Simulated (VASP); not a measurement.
The system is CaSe.

```
Ca Se
1.0
     0.00000    2.93846    2.93846
     2.93846    0.00000    2.93846
     2.93846    2.93846    0.00000
Ca Se
1 1
Cartesian
  0.0000 0.0000 0.0000
  2.9385 2.9385 2.9385
```

Program: VASP 6.6.1. Alike in all runs: no spin polarisation; cell as given; k mesh 8 × 8 × 8; cutoff (eV) 520; smearing gaussian 0.03 eV.

Problem. Order these runs on this cell by their band gap on the k mesh, lowest first.
A. level TB-mBJ; potentials or basis VASP PAW PBE potentials, release 64 (Ca_sv, Se)
B. level LDA; potentials or basis VASP PAW LDA potentials, release 64 (Ca_sv, Se)
C. level PBE; potentials or basis VASP PAW PBE potentials, release 64 (Ca_sv, Se)
D. level r2SCAN; potentials or basis VASP PAW PBE potentials, release 64 (Ca_sv, Se)

Solution. B (1.81 eV), C (1.98 eV), D (2.45 eV), A (2.82 eV).

A k mesh can miss the band edges.
